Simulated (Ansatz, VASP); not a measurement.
## Two plane-wave programs on Al

The input INCAR:

```
SYSTEM = Al
PREC = Accurate ; ENCUT = 520
EDIFF = 1E-6 ; ISMEAR = -1
SIGMA = 0.1 ; LREAL = .FALSE.
LASPH = .TRUE. ; NELM = 100
ALGO = Normal ; ISIF = 2
LWAVE = .FALSE. ; LCHARG = .FALSE.
GGA = PE ; NBANDS = 8
```

File KPOINTS:

```
Automatic mesh
0
G
  13 13 13
  0 0 0
```

The input POSCAR:

```
Al
1.0
    0.0000000000      2.0199630948      2.0199630948
    2.0199630948      0.0000000000      2.0199630948
    2.0199630948      2.0199630948      0.0000000000
Al
1
Direct
    0.0000000000      0.0000000000      0.0000000000
```

Input for Ansatz:

```yaml
crystal:
  lattice:
    - [0.0, 2.0199630948, 2.0199630948]
    - [2.0199630948, 0.0, 2.0199630948]
    - [2.0199630948, 2.0199630948, 0.0]
  atoms:
    - { symbol: Al, position: [0.0, 0.0, 0.0] }
hamiltonian:
  xc: pbe
  pseudopotentials:
    kind: paw
    azcp:
      Al: "pseudopotentials/Al.paw.azcp"
basis:
  ecutwfc: 500
  fft_grid_basis: typed
kpoints:
  mp_grid: { grid: [13, 13, 13], shift: [0, 0, 0] }
magnetization:
  spin_polarized: false
scf:
  occupations: { method: fermi_dirac, width: 0.1 }
  lower_state_search: "off"
output:
  stress: true
```

Alike in both runs: task single point; functional PBE; k mesh 13 × 13 × 13; occupations fermi-dirac, width 0.1 eV; no spin polarisation.

|  | VASP | Ansatz |
| --- | --- | --- |
| version | VASP 6.6.1 | Ansatz 0.2.0 |
| potentials or method | VASP PAW PBE potentials, release 64 (Al) | plane waves (500 eV) with PAW, scalar-relativistic |
| plane-wave cutoff (eV) | 520 | 500 |
| valence electrons in the cell | 3 | 3 |

|  | VASP | Ansatz | Ansatz less VASP |
| --- | --- | --- | --- |
| pressure (GPa) | 0.0 | 0.0 | +0.03 |
